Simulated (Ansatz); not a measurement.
# Phases of Ge at 110 GPa

Structure types of Ge are relaxed in primitive cells with their symmetry kept at 110 GPa, first on PAW files, then by LAPW. The enthalpy is E + pV at zero temperature, without zero-point motion. Only the types listed were tried, and differences under about 5 meV/atom are mesh noise. The real phase may be another.

Computed with Ansatz 0.2.0; functional PBE, scalar-relativistic. Settings: Fermi–Dirac smearing of 0.05 eV, no spin polarisation. Methods: LAPW: all electrons, basis error target 0.5 meV/atom; PAW: frozen-core files, cutoff 420 eV.

k meshes: bcc 19×19×19, hcp 17×17×10, omega 9×9×13, diamond 14×14×14, simple hexagonal 18×18×17.

Question: Which type is lowest in enthalpy, and by how much?

Answer: hcp, 3 meV/atom below bcc, which is within the noise of the k meshes. The whole table:

```
      start type                   ends as          a, b, c (Å)  V (Å³/atom)  H − H(lowest), LAPW (meV/atom)  same, PAW
             bcc                bcc, Im-3m  2.839, 2.839, 2.839        11.44                             2.7        2.6
             hcp             hcp, P6_3/mmc  2.518, 2.518, 4.153        11.40                             0.0        0.0
           omega             omega, P6/mmm  4.073, 4.073, 2.398        11.48                            25.8       26.0
         diamond            diamond, Fd-3m  4.812, 4.812, 4.812        13.93                          1828.3     1837.5
simple hexagonal  simple hexagonal, P6/mmm  2.433, 2.433, 2.268        11.62                            40.4       41.6
```
